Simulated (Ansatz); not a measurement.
Runs of Ansatz 0.2.0 on MnS. It takes space group Fm-3m (No. 225, cubic). The conventional cell has a = 5.209 Å, b = 5.209 Å, c = 5.209 Å, α = 90.00°, β = 90.00°, γ = 90.00°. Around Mn (site symmetry m-3m) lie 6 S at 2.60 Å. Around S (site symmetry m-3m) lie 6 Mn at 2.60 Å. 

```csv
task,level,potentials or basis,spin,U,cell,cutoff (eV),smearing,hubbard projectors,double counting,points for each segment of the path,other keys,gap on the mesh (eV),pressure (GPa),moment (μB)
single point,r2SCAN+rVV10+U,Ansatz PAW,"collinear, random start",Mn d U = 3 eV,as given,500,fermi-dirac 0.05 eV,all-electron-atomic,fll (the default),-,-,1.24,(a),5.00
projected density of states,revPBE+D4+U,Ansatz PAW,"collinear, ferromagnetic start",Mn d U = 3 eV,volume scaled by 1.04,420,fermi-dirac 0.025 eV,all-electron-atomic,fll,-,-,(b),-2.1,5.00
electrostatic potential,r2SCAN+U,Ansatz PAW,"collinear, ferromagnetic start",Mn d U = 6.2 eV,as given,500,methfessel-paxton 0.1 eV,all-electron-atomic,fll (the default),-,-,1.39,9.5,5.00
single point,PBE+U,Ansatz PAW polarizable,"collinear, ferromagnetic start",Mn d U = 6.2 eV,as given,420,fermi-dirac 0.05 eV,ortho-atomic (the default),fll,-,-,1.18,7.1,5.00
band structure,PBE+U,Ansatz PAW,"collinear, zero start",Mn d U = 6.2 eV,as given,420,fermi-dirac 0.15 eV,ortho-atomic (the default),fll (the default),14,hamiltonian.xc = pbe; basis.ecutrho_ratio = 12,1.18,7.1,5.00
```

Alike in all rows: k mesh 9 × 9 × 9.

Q: Fill in the values left out.

A: (a) 4.1; (b) 0.79.

Caveats: the magnetic or orbital state may not be the lowest; a cell with one magnetic atom can't hold antiferromagnetic order, which such compounds often take; odd divisions of the mesh miss points on the zone boundary, where band edges often lie, so the gap on the mesh can be too wide (some runs); the PAW data sets come from PBE, with cores solved anew for the run's functional, which leaves a small shift of forces and pressure (some runs); the k mesh misses the band edges, so the gap on the mesh is wider than the one along the path (some runs).
